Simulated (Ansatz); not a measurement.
Input of an Ansatz 0.2.0 run:

Contents of input.yaml:

```yaml
crystal:
  lattice:
    - [2.5080409239, 0.0, 0.0]
    - [-1.2467107647, 2.1762310413, 0.0]
    - [-0.6306650796, -1.0881155206, 3.02254]
  atoms:
    - { symbol: "N", position: [0.668506, 0.332385, 0.984999] }
    - { symbol: B, position: [0.979643, 0.983499, 0.001806] }
hamiltonian:
  xc: pbe
  pseudopotentials: { kind: paw }
kpoints:
  mp_grid: { grid: [12, 12, 8] }
scf:
  occupations: { method: fixed }
output:
  eigenvalues: true
dielectric:
  method: response
```

Potentials or basis: Ansatz PAW.

Run with:

```sh
$ ansatz run input.yaml --threads 2 --pin off --max-ram 5632MiB --backend cpu --events-out ev --progress --plain --runs-dir out
```

Predict the electronic dielectric tensor (diagonal).

4.94, 5.44, 3.07.

Predict the Born charges (mean of the diagonal).

N -2.12; B +2.12 e.

What does it give for the band gap on the k mesh?

2.80 eV, indirect (least direct gap 4.51 eV).

Born effective charge tensors (e):
atom 1, N
```
-2.55  0.16 -0.01
 0.16 -2.95  0.00
-0.01  0.01 -0.87
```
atom 2, B
```
 2.55 -0.16  0.01
-0.16  2.95  0.00
 0.01 -0.01  0.87
```

A k mesh can miss the band edges.
